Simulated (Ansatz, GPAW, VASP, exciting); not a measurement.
Si: programs and potentials compared

```
Si
1.0
     0.00000    2.72185    2.72185
     2.72185    0.00000    2.72185
     2.72185    2.72185    0.00000
Si
2
Direct
  0.50000 0.50000 0.50000
  0.75000 0.75000 0.75000
```

Alike in all runs: task single point; functional PBE; k mesh 8 × 8 × 8; occupations gaussian, width 0.012 eV; no spin polarisation; no spin-orbit coupling. Pressure is positive in compression and, in plane waves, holds the error of the finite cutoff.

```tsv
program and potentials	plane-wave cutoff (eV)	notes	band gap (eV)	pressure (GPa)
VASP, PBE PAW files Si, 520 eV	520	-	0.63	1.27
GPAW, GPAW PAW data sets (gpaw-data 1.2.1)	600	-	0.62	1.61
Ansatz, all-electron LAPW, scalar-relativistic	-	-	?	?
exciting, all-electron LAPW+lo, shipped species files, valence relativity iora*	-	-	0.63	-
```

Task: Estimate from the other rows what the run with Ansatz, all-electron LAPW, scalar-relativistic gave.

Result: Band gap 0.63 eV; pressure 1.31 GPa. The other rows, which needn't bracket it: band gap 0.62 to 0.63; pressure 1.27 to 1.61.
